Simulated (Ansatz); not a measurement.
Program: Ansatz. Geometries: PBE0-D4/def2-TZVP. ΔE: electronic, gas phase. CBS: MP2 limit from def2 TZ/QZ plus the TZ coupled-cluster correction, frozen cores. Functionals use def2-TZVPP. B3LYP here is the variant with VWN-RPA as its local correlation; programs differ in this. HSE06 is defined as in plane-wave codes. One conformer a species, not always the lowest.

Reaction (substitution at a C–C bond): `CCC(=O)CC` + `BNB` → `BN(B)CC` + `CCC=O`

```json
{"level": "LDA (SPW92)", "ΔE (kcal/mol)": "15.1", "difference from CCSD(T)/CBS": "0.9"}
{"level": "revPBE-D4", "ΔE (kcal/mol)": "13.6", "difference from CCSD(T)/CBS": "-0.6"}
{"level": "B97M-V", "ΔE (kcal/mol)": "15.7", "difference from CCSD(T)/CBS": "1.5"}
{"level": "B3LYP-D4", "ΔE (kcal/mol)": "14.1", "difference from CCSD(T)/CBS": "-0.1"}
{"level": "r2SCANh-D4", "ΔE (kcal/mol)": "15.7", "difference from CCSD(T)/CBS": "1.5"}
{"level": "r2SCAN0-D4", "ΔE (kcal/mol)": "15.9", "difference from CCSD(T)/CBS": "1.7"}
{"level": "HSE06-D4", "ΔE (kcal/mol)": "14.8", "difference from CCSD(T)/CBS": "0.6"}
{"level": "B2PLYP", "ΔE (kcal/mol)": "14.3", "difference from CCSD(T)/CBS": "0.1"}
{"level": "PBE-QIDH", "ΔE (kcal/mol)": "15.0", "difference from CCSD(T)/CBS": "0.8"}
{"level": "PBE", "ΔE (kcal/mol)": "14.2", "difference from CCSD(T)/CBS": "0.0"}
{"level": "r2SCAN0", "ΔE (kcal/mol)": "15.9", "difference from CCSD(T)/CBS": "1.7"}
{"level": "BHLYP", "ΔE (kcal/mol)": "15.1", "difference from CCSD(T)/CBS": "0.9"}
{"level": "HF/def2-SVP", "ΔE (kcal/mol)": "16.2", "difference from CCSD(T)/CBS": "2.0"}
{"level": "CCSD(T)/def2-SVP", "ΔE (kcal/mol)": "14.5", "difference from CCSD(T)/CBS": "0.3"}
{"level": "HF/CBS(def2)", "ΔE (kcal/mol)": "15.1", "difference from CCSD(T)/CBS": "0.9"}
{"level": "CCSD/CBS(def2)", "ΔE (kcal/mol)": "14.4", "difference from CCSD(T)/CBS": "0.2"}
{"level": "CCSD(T)/CBS", "ΔE (kcal/mol)": "14.2", "difference from CCSD(T)/CBS": "0"}
```

Largest T1 diagnostic among the species: 0.013.

Leaving LDA and LC-ωPBE aside and taking each functional with its dispersion term where it has one, the values, not all of them listed here, spread over 2.6 kcal/mol, from BLYP-D4 to r2SCAN0-D4. LDA lies +0.9 kcal/mol from PBE without D4. From PBE to PBE0 (25 % exact exchange), in def2-TZVPP and without D4, ΔE moves by +0.8 kcal/mol. In def2-TZVPP, CCSD(T) changes the Hartree–Fock value by −1.4 kcal/mol (the triples alone add −0.2 kcal/mol) and MP2 by −1.1 kcal/mol.

CCSD(T)/CBS has its own doubt, a few kJ/mol and more with outer-core shells, so smaller differences from it don't rank the levels.
